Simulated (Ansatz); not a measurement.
System: AlP (zinc blende type), 2 atoms in the cell.

```yaml
crystal:
  lattice:
    - [0.00000, 2.75500, 2.75500]
    - [2.75500, 0.00000, 2.75500]
    - [2.75500, 2.75500, 0.00000]
  atoms:
    - { symbol: Al, position: [0.00000, 0.00000, 0.00000] }
    - { symbol: P, position: [0.25000, 0.25000, 0.25000] }
```
Lattice in Å, positions in fractions of it.

Theory: PBE with spin–orbit coupling, all-electron LAPW, point nucleus in Ansatz.

k-mesh 6×6×6 Γ-centred; Fermi–Dirac smearing of 0.02 eV.

(1) How large is the gap on this mesh, is it direct, and where do the band edges lie (fractions of the reciprocal vectors of this cell)?

(2) List the levels near the gap at (0.000, 0.000, 0.000), (0.000, 0.000, -0.500), (0.000, 0.167, 0.167), (0.000, 0.333, -0.500), (0.000, 0.333, -0.333), (0.000, -0.500, -0.500), in eV from the top of the valence band (v1 is the highest filled band, c1 the lowest empty one).

## Answers

(1) 1.61 eV, indirect from (0.000, 0.000, 0.000) to (0.000, -0.500, -0.500); the smallest direct gap is 3.05 eV.

(2) 
```csv
k,v4,v3,v2,v1,c1,c2,c3
"(0.000, 0.000, 0.000)",0.00,0.00,0.00,0.00,3.05,3.05,4.48
"(0.000, 0.000, -0.500)",-0.79,-0.79,-0.75,-0.75,2.69,2.69,4.78
"(0.000, 0.167, 0.167)",-0.76,-0.76,-0.73,-0.73,3.55,3.55,4.50
"(0.000, 0.333, -0.500)",-2.70,-2.69,-1.82,-1.81,2.28,2.29,3.86
"(0.000, 0.333, -0.333)",-3.44,-3.43,-1.45,-1.45,2.82,2.82,6.29
"(0.000, -0.500, -0.500)",-2.08,-2.08,-2.06,-2.06,1.61,1.61,2.46
```

A gap read on the mesh is an upper bound of this method's gap, since the mesh can miss a band edge. Semilocal functionals give gaps that mostly lie well below measured ones.
